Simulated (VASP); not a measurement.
Set up this calculation in VASP 6.6.1, as the native input.

- Task: relaxation of cell and atoms
- Functional: PBE
- Dispersion: D3(BJ)
- Potentials or basis: VASP PAW PBE potentials, release 64 (Zn, In_d, Ga_d, O)
- Cutoff: 600 eV
- k mesh: 9 × 9 × 9
- Occupations: gaussian, width 0.03 eV
- Spin: no spin polarisation
- Further INCAR settings: ALGO = Normal; EDIFF = 1e-06; IBRION = 2; EDIFFG = -0.01; NSW = 90; ISIF = 3

The structure of ZnInGaO4 lies in POSCAR:

```
ZnInGaO4
1.0
    1.6803268679      0.9701371695      8.7134054620
   -1.6803268679      0.9701371695      8.7134054620
    0.0000000000     -1.9402743390      8.7134054620
Zn In Ga O
1 1 1 4
Direct
    0.2183820000      0.2183820000      0.2183820000
    0.0027680000      0.0027680000      0.0027680000
    0.7870340000      0.7870340000      0.7870340000
    0.2951430000      0.2951430000      0.2951430000
    0.7113580000      0.7113580000      0.7113580000
    0.1217170000      0.1217170000      0.1217170000
    0.8635990000      0.8635990000      0.8635990000
```

The cell comes from a database or a generator and needn't be the stable form of this composition.

One way to write it, as run:

INCAR

```
SYSTEM = ZnInGaO4
ALGO = Normal ; EDIFF = 1E-6
EDIFFG = -0.01 ; ENCUT = 600
GGA = PE ; IBRION = 2
ISIF = 3 ; ISMEAR = 0
IVDW = 12 ; KPAR = 2
LASPH = .True. ; LCHARG = .False.
LREAL = .False. ; LWAVE = .False.
NELM = 80 ; NSW = 90
PREC = Accurate ; SIGMA = 0.03
```

KPOINTS

```
k-points
0
Gamma
  9 9 9
  0 0 0
```

Potentials or basis: VASP PAW PBE potentials, release 64 (Zn, In_d, Ga_d, O).

The run is started by

```sh
$ cat potpaw_PBE.64/Zn/POTCAR potpaw_PBE.64/In_d/POTCAR potpaw_PBE.64/Ga_d/POTCAR potpaw_PBE.64/O/POTCAR > POTCAR
$ mpirun -np 2 vasp_std > vasp.out
```

Results of the run:

```yaml
Relaxed_volume: 11.94 Å³/atom
Relaxed_cell: a = 8.872 Å, b = 8.872 Å, c = 8.872 Å, α = 21.69°, β = 21.69°, γ = 21.69°
Space_group_after_relaxing_to_0.05_Å: R3m (No. 160)
Energy_gained_by_relaxing: 2.3 meV/atom
Ionic_steps: 14
Pressure_after_relaxing: 0.1 GPa
Largest_force_after_relaxing: 0.006 eV/Å
Band_gap_on_the_k_mesh: 1.16 eV, direct
Dispersion_energy_per_atom: -0.210 eV
```

Caveat: spin-orbit coupling is left out, which moves the levels of the heavy elements; an odd mesh through Γ misses points on the zone boundary, where band edges often lie.

Run time: 97 min on 2 MPI ranks on Intel(R) Xeon(R) Platinum 8259CL CPU @ 2.50GHz (Skylake/Cascade Lake) (shared host), peak memory 1.1 GiB a rank.
